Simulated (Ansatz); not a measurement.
# CuO (P4/mmm) in Ansatz: a series of runs

Runs on CuO. Level: PBE. Tasks: relaxation of cell and atoms.

Program: Ansatz 0.2.0. These are calculated values, not measurements. Logs are shortened: lines on timing, memory, paths and dates and some standing lists are left out, and cuts for length are marked.

## Step 1: The structure

Symmetry: P4/mmm, No. 123, tetragonal system. The conventional cell has a = 4.161 Å, b = 4.161 Å, c = 3.888 Å, α = 90.00°, β = 90.00°, γ = 90.00°. Cu (site symmetry mmm) has 4 O at 1.94 to 2.08 Å as nearest neighbours. Cu (site symmetry 4/mmm) is surrounded by 6 O at 1.94 to 2.08 Å. O (site symmetry 4/mmm) is surrounded by 6 Cu at 1.94 to 2.08 Å. Around O (site symmetry mmm) lie 4 Cu at 1.94 to 2.08 Å.

Measurements of this composition are mostly on another form, of space group No. 15.

## Step 2: Relaxation of cell and atoms, PBE

Input file input.yaml:

```yaml
crystal:
  lattice:
    - [4.160937, 0.0, 0.0]
    - [0.0, 4.160937, 0.0]
    - [0.0, 0.0, 3.887643]
  atoms:
    - { symbol: Cu, position: [0.5, 0.0, 0.5] }
    - { symbol: Cu, position: [0.0, 0.5, 0.5] }
    - { symbol: Cu, position: [0.0, 0.0, 0.0] }
    - { symbol: O, position: [0.0, 0.0, 0.5] }
    - { symbol: O, position: [0.5, 0.0, 0.0] }
    - { symbol: O, position: [0.0, 0.5, 0.0] }
hamiltonian:
  xc: pbe
  pseudopotentials: { kind: paw }
kpoints:
  mp_grid: { grid: [7, 7, 7] }
scf:
  occupations: { method: fermi_dirac, width: 0.05 }
output:
  forces: true
  stress: true
  eigenvalues: true
relax:
  f_tol: 0.01
  max_steps: 40
  cell: { stress_tol: 0.05 }
```

Potentials or basis: Ansatz PAW.

Run with:

```bash
$ ansatz run input.yaml --threads 2 --pin off --max-ram 5632MiB --backend cpu --events-out ev --progress --plain --runs-dir out
```

The log of the run:

```text
Warning: RAYON_NUM_THREADS=2 ignored (pool sized by the plan → 2); use --threads N
Engine: ansatz 0.2.0, aarch64-unknown-linux-gnu
Pseudopotentials: kind: paw
Pseudopotential: Cu, paw, valence charge 19, recommended cutoff 420 eV (normal), Cu.paw.azcp
Pseudopotential: O, paw, valence charge 6, recommended cutoff 420 eV (normal), O.paw.azcp
Functional definition: PBE
  parameter kappa = 0.804
  parameter beta = 0.06672455060314922
  exchange = pbe_x(kappa = kappa, mu = beta*pi^2/3)
  correlation = pbe_c(beta = beta)
Crystal: 6 atoms, lattice volume = 67.308 Å³
Basis set: ecut = 420 eV, 1309 PW (Γ), exchange–correlation on 60×60×54 points (8 copies of the dense FFT grid, shifted against one another)
Bands: 45, of which v1, the nominal top of the filled ones, is band 38 counted from 1 (37 counted from 0)
Symmetry: 16 space group operations
Space group: P4/mmm (ITA 123), of the structure as read, at distance tolerance 4.1e-5 Å
k-points: 40 of 343
Non-local potential: Cu, projectors of the file, l = 0: 3, l = 1: 2, l = 2: 3, l = 3: 1
Non-local potential: O, projectors of the file, l = 0: 2, l = 1: 2, l = 2: 1
PAW form: soft (Blöchl's): semilocal exchange-correlation on the pseudo side does not see the compensation charge
PAW one-centre angular grid: Cu, 590 points (default); XC on 64 Gauss nodes
PAW one-centre angular grid: O, 110 points (default); XC on 64 Gauss nodes
Initial density: superposition of atomic densities (neutral atoms: chi_scale 0, normalization atom), corrected by the library's trained network
Initial wavefunctions: pseudopotential atomic-orbital guess
Functional: x = pbe(κ = 0.804, μ = 0.2195149727645171), c = pbe(β = 0.06672455060314922)
SCF iter   1: F=—  HF=-21572.179108 eV  |F-HF|=—  |Δ(HF+E_count)|=         —  Δρ=7.13e-3  dr2=2.94e-2  ethr=1.77e-3  ⟨swp⟩=6.1  Hψ=6403  notcnv=0  defer=5
preconditioner: auto → LDOS  [metal: Δε(μ)=0.016 eV  Ē_g=11.036 eV  σ=0.050 eV  W_gap=0.08  n_scr=26 (ndim 8)  ℏωp=32.3 eV  f_vac=0.127  D(μ)=3.55/eV (n_scr^D=30)  β→1.0]
SCF iter   2: F=—  HF=-21572.177680 eV  |F-HF|=—  |Δ(HF+E_count)|=   1.43e-3  Δρ=2.45e-3  dr2=2.02e-3  ethr=3.92e-5  ⟨swp⟩=2.0  Hψ=3042  notcnv=0  defer=65
SCF iter   3: F=—  HF=-21572.178759 eV  |F-HF|=—  |Δ(HF+E_count)|=   1.08e-3  Δρ=3.48e-3  dr2=4.73e-3  ethr=2.69e-6  ⟨swp⟩=2.0  Hψ=3362  notcnv=0  defer=65
SCF iter   4: F=—  HF=-21572.177560 eV  |F-HF|=—  |Δ(HF+E_count)|=   1.20e-3  Δρ=4.28e-4  dr2=1.10e-4  ethr=2.69e-6  ⟨swp⟩=2.0  Hψ=3107  notcnv=0  defer=65
SCF iter   5: F=—  HF=-21572.177557 eV  |F-HF|=—  |Δ(HF+E_count)|=   3.52e-6  Δρ=1.36e-4  dr2=9.66e-6  ethr=1.47e-7  ⟨swp⟩=2.4  Hψ=2494  notcnv=0  defer=65
SCF iter   6: F=—  HF=-21572.177472 eV  |F-HF|=—  |Δ(HF+E_count)|=   8.43e-5  Δρ=3.77e-5  dr2=8.26e-7  ethr=1.29e-8  ⟨swp⟩=2.1  Hψ=2779  notcnv=0  defer=65
[... 102 lines left out ...]
E sigma→0 (E₀):  -21572.172095 eV
Entropy (-TS):   -0.033262 eV (-5.544 meV/atom)
Fermi energy:    9.658305 eV
--- Per-component energies (eV) ---
  E_band       = -1441.009898
  E_kinetic    = 1410.678517
  E_local      = -16248.351458  (includes V_loc(G=0)·N_el)
  E_nonlocal   = 1322.842294
  E_hartree    = 7078.694443
  E_xc         = -483.620642
  E_vxc        = -620.649146  (∫ρ·V_xc dr)
  E_paw        = -5463.276009  (= ΣΔE_a)
  E_vpaw       = -1462.926825  (= ΣTr[D̂ρ^β])
  E_aug_tail   = 0.007964  (compensation charges beyond the density's cutoff)
  E_ewald      = -9189.130573
  E_smearing   = -0.033262  (= −TS)
  E_closure    = -0.000000  (closes the sum)
  Σ components = -21572.188726   (vs F -21572.188726, Δ=0.00e0)
--- Forces (eV/Å), atoms counted from 1 ---
  atom   1  Cu    -0.00000000    -0.00000000     0.00000000
  atom   2  Cu    -0.00000000    -0.00000000     0.00000000
  atom   3  Cu     0.00000000     0.00000000     0.00000000
  atom   4  O      0.00000000    -0.00000000     0.00000000
  atom   5  O      0.00000000     0.00000000     0.00000000
  atom   6  O     -0.00000000     0.00000000     0.00000000
  max |Σ_I F_I| component: 1.80e-29 eV/Å
--- Stress (GPa, compression-positive) ---
        0.022364       0.000000      -0.000000
        0.000000       0.022364       0.000000
       -0.000000       0.000000      -0.012968
  P = ⅓ Tr σ = 0.0106 GPa (0.106 kbar)
--- Band table (eV; the first three rows and the last of 40) ---
  k-point 0: bands = ["-102.9156", "-102.4366", "-102.4359", "-60.3894", "-60.2364", "-60.2364", "-59.9766", "-59.9757", "-59.8557", "-59.8557", "-59.6320", "-59.6320", "-10.0196", "-8.0812", "-7.7189", "3.8690", "3.9940", "3.9940", "6.4008", "6.4391", "6.4391", "6.7609", "6.7813", "6.8604", "6.9839", "6.9839", "7.3676", "7.3741", "7.4864", "7.6513", "7.6513", "7.9162", "7.9272", "7.9272", "8.1462", "8.1462", "8.1467", "8.2143", "8.2894", "10.9813", "15.6119", "17.0127", "18.3116", "18.3116", "20.6177"]
  k-point 1: bands = ["-102.9156", "-102.4366", "-102.4359", "-60.3894", "-60.2364", "-60.2364", "-59.9767", "-59.9756", "-59.8558", "-59.8558", "-59.6320", "-59.6320", "-9.9494", "-8.0855", "-7.6754", "3.5674", "4.0130", "4.0130", "5.7098", "5.7699", "5.9753", "5.9753", "6.8139", "6.9140", "7.2508", "7.2508", "7.4556", "7.4609", "7.4697", "7.4697", "7.8830", "7.9012", "8.0123", "8.0123", "8.1470", "8.4441", "8.5716", "8.5716", "8.6962", "11.6895", "15.9495", "17.4577", "18.0997", "18.0997", "19.9292"]
  k-point 2: bands = ["-102.9155", "-102.4367", "-102.4359", "-60.3894", "-60.2363", "-60.2363", "-59.9768", "-59.9757", "-59.8558", "-59.8558", "-59.6320", "-59.6320", "-9.7776", "-8.1084", "-7.5749", "3.0700", "4.0801", "4.0801", "4.5198", "4.7431", "5.3986", "5.3986", "6.9026", "6.9217", "6.9217", "6.9585", "7.3711", "7.5289", "7.8175", "7.8175", "7.8605", "8.1475", "8.2528", "8.3179", "8.3179", "8.7139", "9.1096", "9.1096", "9.3127", "13.1670", "16.6445", "17.6279", "17.6279", "18.6230", "19.1772"]
  k-point 39: bands = ["-102.9156", "-102.4363", "-102.4363", "-60.3896", "-60.2365", "-60.2365", "-59.9761", "-59.9760", "-59.8600", "-59.8514", "-59.6361", "-59.6282", "-9.4255", "-7.7355", "-7.7016", "1.9223", "2.5350", "2.5443", "4.3872", "4.4322", "4.4506", "4.7422", "5.0543", "7.0224", "7.4330", "7.4796", "7.6315", "7.6984", "7.7008", "7.8521", "8.2932", "8.4754", "8.5980", "9.2349", "9.7504", "10.6114", "10.6788", "10.7635", "10.7643", "12.0412", "16.4089", "17.6319", "17.6859", "18.6537", "18.6631"]
--- Relaxed structure (6 steps of the walk, 6 accepted, 2 SCFs on fresh bases) ---
  F+E_penalty+E_count = -21572.18872635 eV   max|allowed force component| = 2.224e-29 eV/Å   (the final SCF, on the basis selected at the relaxed cell)
  cell:  # Å, volume = 68.8783 Å³
    - [4.223144727210864, -7.116775439692494e-33, -4.161720596379627e-33]
    - [-3.9647088089636374e-33, 4.223144727210864, 1.1327739454181824e-33]
    - [-3.106101486567009e-33, 1.0583723568723533e-33, 3.861982885743117]
  atoms:
    - { symbol: Cu, position: [0.5, 2.4453816774245e-35, 0.5] }
    - { symbol: Cu, position: [2.16860473822233e-34, 0.5, 0.5] }
    - { symbol: Cu, position: [-2.6977500009925133e-34, -7.458188110444447e-36, -4.1283153322532354e-36] }
    - { symbol: O, position: [1.8874536470286067e-34, -2.644266693703029e-35, 0.5] }
    - { symbol: O, position: [0.5, 4.2624675079691594e-35, 2.0641576661266095e-35] }
    - { symbol: O, position: [-1.8461887729124868e-34, 0.5, -4.128315332253215e-36] }
```

Wall time 34 s (2 threads of Arm Neoverse V1, shared host); peak memory 0.41 GiB.

What came out:

```yaml
Free_energy: -21572.1887 eV
Relaxed_volume: 11.48 Å³/atom
Relaxed_cell: a = 4.223 Å, b = 4.223 Å, c = 3.862 Å, α = 90.00°, β = 90.00°, γ = 90.00°
Space_group_after_relaxing_to_0.05_Å: P4/mmm (No. 123)
Energy_gained_by_relaxing: 1.9 meV/atom
Ionic_steps: 8
Pressure_after_relaxing: 0.0 GPa
Band_gap_on_the_k_mesh: none (metal or under the smearing width)
```

Step by step:
```tsv
step	energy change (eV)	largest force (eV/Å)	volume (Å³)
1	0.0000	0.0000	67.31
2	-0.0026	0.0000	67.76
3	-0.0038	0.0000	68.51
4	-0.0042	0.0000	68.72
5	-0.0042	0.0000	68.72
6	-0.0111	0.0000	68.72
7	-0.0106	0.0000	68.88
8	-0.0113	0.0000	68.88
```

Final structure:
```
Cu O
1.0
     4.22314    0.00000    0.00000
     0.00000    4.22314    0.00000
     0.00000    0.00000    3.86198
Cu O
3 3
Direct
  0.50000 0.00000 0.50000
  0.00000 0.50000 0.50000
  0.00000 0.00000 0.00000
  0.00000 0.00000 0.50000
  0.50000 0.00000 0.00000
  0.00000 0.50000 0.00000
```

Levels at points of the mesh, in eV from the Fermi level:
```
           k point  band 36  band 37  band 38  band 39  band 40  band 41
(0.00, 0.00, 0.00)    -1.51    -1.51    -1.44    -1.37     1.32     5.95
```

Caveat: the plane-wave basis is chosen anew once the cell has moved, so the energies of steps on either side of that aren't comparable; the pressure holds a Pulay correction of +0.6 GPa for the finite cutoff; an odd number of electrons without spin polarisation forces a metal; a magnetic or distorted state may lie lower; the run has no spin polarisation, though such a crystal can be magnetic; semilocal functionals often make such compounds metallic where correlation or magnetic order opens a gap, which also shifts bond lengths. With open d or f shells a metallic result of PBE can be an artefact of self-interaction; +U or a hybrid may open a gap.

## Step 3: Relaxation of cell and atoms, PBE, target pressure 2 GPa, at which the enthalpy is minimised

Edit input.yaml of step 2 so:

```diff
@@ -26,2 +26,2 @@
   max_steps: 40
-  cell: { stress_tol: 0.05 }
+  cell: { stress_tol: 0.05, p_target: 2.0 }
```

Potentials or basis: Ansatz PAW.

Run with:

```bash
$ ansatz run input.yaml --threads 2 --pin off --max-ram 5632MiB --backend cpu --events-out ev --progress --plain --runs-dir out
```

Run time: 20 s. Hardware: 2 threads of Arm Neoverse V1, shared host; peak memory 0.4 GiB.

Results (log left out):

- Free energy: -21572.1796 eV
- Relaxed volume: 11.24 Å³/atom
- Relaxed cell: a = 4.172 Å, b = 4.172 Å, c = 3.872 Å, α = 90.00°, β = 90.00°, γ = 90.00°
- Space group after relaxing (to 0.05 Å): P4/mmm (No. 123)
- Energy change on relaxing (the enthalpy is what falls): -0.3 meV/atom
- Ionic steps: 5
- Pressure after relaxing: 2.0 GPa
- Band gap on the k mesh: none (metal or under the smearing width)

The path:
```
step  energy change (eV)  largest force (eV/Å)  volume (Å³)
   1              0.0000                0.0000        67.31
   2              0.0000                0.0000        67.29
   3             -0.0012                0.0000        67.35
   4             -0.0017                0.0000        67.41
   5             -0.0021                0.0000        67.41
```

Final structure:
```
CELL_PARAMETERS angstrom
4.17232 0.00000 0.00000
0.00000 4.17232 0.00000
0.00000 0.00000 3.87241
ATOMIC_POSITIONS crystal
Cu 0.50000 0.00000 0.50000
Cu 0.00000 0.50000 0.50000
Cu 0.00000 0.00000 0.00000
O 0.00000 0.00000 0.50000
O 0.50000 0.00000 0.00000
O 0.00000 0.50000 0.00000
```

Levels at points of the mesh, in eV from the Fermi level:
| k point | band 36 | band 37 | band 38 | band 39 | band 40 | band 41 |
| --- | --- | --- | --- | --- | --- | --- |
| (0.00, 0.00, 0.00) | -1.50 | -1.50 | -1.47 | -1.38 | 1.31 | 6.05 |

Caveat: the plane-wave basis is chosen anew once the cell has moved, so the energies of steps on either side of that aren't comparable; the pressure holds a Pulay correction of +0.7 GPa for the finite cutoff; an odd number of electrons without spin polarisation forces a metal; a magnetic or distorted state may lie lower; the run has no spin polarisation, though such a crystal can be magnetic; semilocal functionals often make such compounds metallic where correlation or magnetic order opens a gap, which also shifts bond lengths. With open d or f shells a metallic result of PBE can be an artefact of self-interaction; +U or a hybrid may open a gap.

## Step 4: Relaxation of cell and atoms, PBE, target pressure 5 GPa, at which the enthalpy is minimised

Edit input.yaml of step 3 so:

```diff
@@ -23,2 +23,6 @@
   eigenvalues: true
+  write_density: true
+  write_potential: true
+  elf: true
+  volumetric_format: npy
 relax:
@@ -26,2 +30,2 @@
   max_steps: 40
-  cell: { stress_tol: 0.05, p_target: 2.0 }
+  cell: { stress_tol: 0.05, p_target: 5.0 }
```

Run with:

```bash
$ ansatz run input.yaml --threads 2 --pin off --max-ram 5632MiB --backend cpu --events-out ev --progress --plain --runs-dir out
```

Wall time 34 s (2 threads of Arm Neoverse V1, shared host); peak memory 0.4 GiB.

The run converged. Its results:

```yaml
Free_energy: -21572.1423 eV
Relaxed_volume: 10.95 Å³/atom
Relaxed_cell: a = 4.115 Å, b = 4.115 Å, c = 3.879 Å, α = 90.00°, β = 90.00°, γ = 90.00°
Space_group_after_relaxing_to_0.05_Å: P4/mmm (No. 123)
Energy_change_on_relaxing_the_enthalpy_is_what_falls: +5.9 meV/atom
Ionic_steps: 8
Pressure_after_relaxing: 5.0 GPa
Band_gap_on_the_k_mesh: none (metal or under the smearing width)
```

The path:
| step | energy change (eV) | largest force (eV/Å) | volume (Å³) |
| --- | --- | --- | --- |
| 1 | 0.0000 | 0.0000 | 67.31 |
| 2 | 0.0088 | 0.0000 | 66.58 |
| 3 | 0.0261 | 0.0000 | 65.79 |
| 4 | 0.0265 | 0.0000 | 65.77 |
| 5 | 0.0271 | 0.0000 | 65.75 |
| 6 | 0.0329 | 0.0000 | 65.75 |
| 7 | 0.0350 | 0.0000 | 65.67 |
| 8 | 0.0352 | 0.0000 | 65.67 |

Final structure:
```
Cu O
1.0
     4.11490    0.00000    0.00000
     0.00000    4.11490    0.00000
     0.00000    0.00000    3.87851
Cu O
3 3
Direct
  0.50000 0.00000 0.50000
  0.00000 0.50000 0.50000
  0.00000 0.00000 0.00000
  0.00000 0.00000 0.50000
  0.50000 0.00000 0.00000
  0.00000 0.50000 0.00000
```

Levels at points of the mesh, in eV from the Fermi level:
```tsv
k point	band 35	band 36	band 37	band 38	band 39	band 40	band 41	band 42
(0.00, 0.00, 0.00)	-1.56	-1.51	-1.51	-1.49	-1.38	1.31	6.20	7.69
```

Caveat: the plane-wave basis is chosen anew once the cell has moved, so the energies of steps on either side of that aren't comparable; the pressure holds a Pulay correction of +0.7 GPa for the finite cutoff; an odd number of electrons without spin polarisation forces a metal; a magnetic or distorted state may lie lower; the run has no spin polarisation, though such a crystal can be magnetic; semilocal functionals often make such compounds metallic where correlation or magnetic order opens a gap, which also shifts bond lengths. With open d or f shells a metallic result of PBE can be an artefact of self-interaction; +U or a hybrid may open a gap.

## Step 5: Relaxation of cell and atoms, PBE, target pressure 10 GPa, at which the enthalpy is minimised

Edit input.yaml of step 4 so:

```diff
@@ -30,2 +30,2 @@
   max_steps: 40
-  cell: { stress_tol: 0.05, p_target: 5.0 }
+  cell: { stress_tol: 0.05, p_target: 10.0 }
```

Run with:

```bash
$ ansatz run input.yaml --threads 2 --pin off --max-ram 5632MiB --backend cpu --events-out ev --progress --plain --runs-dir out
```

Wall time 36 s (2 threads of Arm Neoverse V1, shared host); peak memory 0.41 GiB.

The run converged. Its results:

```
Free energy                                            : -21572.0371 eV
Relaxed volume                                         : 10.57 Å³/atom
Relaxed cell                                           : a = 4.042 Å, b = 4.042 Å, c = 3.880 Å, α = 90.00°, β = 90.00°, γ = 90.00°
Space group after relaxing (to 0.05 Å)                 : P4/mmm (No. 123)
Energy change on relaxing (the enthalpy is what falls) : +23.4 meV/atom
Ionic steps                                            : 8
Pressure after relaxing                                : 10.0 GPa
Band gap on the k mesh                                 : none (metal or under the smearing width)
```

Step by step:
| step | energy change (eV) | largest force (eV/Å) | volume (Å³) |
| --- | --- | --- | --- |
| 1 | 0.0000 | 0.0000 | 67.31 |
| 2 | 0.0373 | 0.0000 | 65.42 |
| 3 | 0.1252 | 0.0000 | 63.48 |
| 4 | 0.1208 | 0.0000 | 63.52 |
| 5 | 0.1204 | 0.0000 | 63.52 |
| 6 | 0.1324 | 0.0000 | 63.52 |
| 7 | 0.1398 | 0.0000 | 63.39 |
| 8 | 0.1404 | 0.0000 | 63.39 |

Final structure:
```cif
data_structure
_symmetry_space_group_name_H-M 'P 1'
_symmetry_Int_Tables_number 1
_cell_length_a 4.0420
_cell_length_b 4.0420
_cell_length_c 3.8800
_cell_angle_alpha 90.000
_cell_angle_beta 90.000
_cell_angle_gamma 90.000
_cell_volume 63.39
loop_
_atom_site_label
_atom_site_type_symbol
_atom_site_fract_x
_atom_site_fract_y
_atom_site_fract_z
_atom_site_occupancy
Cu1 Cu 0.50000 0.00000 0.50000 1
Cu2 Cu 0.00000 0.50000 0.50000 1
Cu3 Cu 0.00000 0.00000 0.00000 1
O1 O 0.00000 0.00000 0.50000 1
O2 O 0.50000 0.00000 0.00000 1
O3 O 0.00000 0.50000 0.00000 1
```

Levels at points of the mesh, in eV from the Fermi level:
```
           k point  band 35  band 36  band 37  band 38  band 39  band 40  band 41  band 42
(0.00, 0.00, 0.00)    -1.61    -1.53    -1.53    -1.53    -1.39     1.33     6.41     7.97
```

Caveat: the plane-wave basis is chosen anew once the cell has moved, so the energies of steps on either side of that aren't comparable; the pressure holds a Pulay correction of +0.7 GPa for the finite cutoff; an odd number of electrons without spin polarisation forces a metal; a magnetic or distorted state may lie lower; the run has no spin polarisation, though such a crystal can be magnetic; semilocal functionals often make such compounds metallic where correlation or magnetic order opens a gap, which also shifts bond lengths.

[end of part 1 of 2]
